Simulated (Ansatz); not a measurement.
Input of an Ansatz 0.2.0 run:

Contents of input.yaml:

```yaml
crystal:
  lattice:
    - [-1.655654, 1.655654, 1.655654]
    - [1.655654, -1.655654, 1.655654]
    - [1.655654, 1.655654, -1.655654]
  atoms:
    - { symbol: Ag, position: [0.0, 0.0, 0.0] }
kpoints:
  mp_grid: { grid: [8, 8, 8] }
  band_path:
    path:
      - [0.0, 0.0, 0.0]
      - [0.5, -0.5, 0.5]
      - [0.0, 0.0, 0.5]
      - [0.0, 0.0, 0.0]
      - [0.25, 0.25, 0.25]
      - [0.5, -0.5, 0.5]
    npoints: 6
scf:
  occupations: { method: fermi_dirac, width: 0.05 }
hamiltonian:
  xc: pbesol
  pseudopotentials: { kind: all_electron, lapw: { basis_error: 0.001 } }
output:
  forces: true
  stress: true
  eigenvalues: true
```

Potentials or basis: all-electron LAPW, scalar-relativistic.

Launch:

```console
$ ansatz run input.yaml --threads 1 --pin off --max-ram 3072MiB --backend cpu --events-out ev --progress --plain --runs-dir out
```

Question: What does it give for the pressure?

Answer: -7.3 GPa.

Question: Predict the band gap along the path.

Answer: None (metal or under the smearing width).

Levels at the corners of the path, in eV from the Fermi level:
```
point  band 5  band 6  band 7  band 8  band 9  band 10  band 11  band 12  band 13  band 14
    Γ   -7.52   -4.78   -4.78   -4.78   -3.56    -3.56    17.41    17.41    17.41    22.90
    H   -6.08   -6.08   -2.87   -2.87   -2.87     6.52     6.52     6.52    11.79    12.80
    N   -6.15   -5.49   -3.62   -3.46   -2.65    -0.12     3.65    12.88    13.72    18.98
    Γ   -7.52   -4.78   -4.78   -4.78   -3.56    -3.56    17.41    17.41    17.41    22.90
    P   -5.05   -5.05   -5.05   -3.43   -3.43     5.18     5.98     5.98     5.98    27.26
    H   -6.08   -6.08   -2.87   -2.87   -2.87     6.52     6.52     6.52    11.79    12.80
```

Caveat: the k mesh is thin for a metal, which can move the energy by tens of meV per atom.
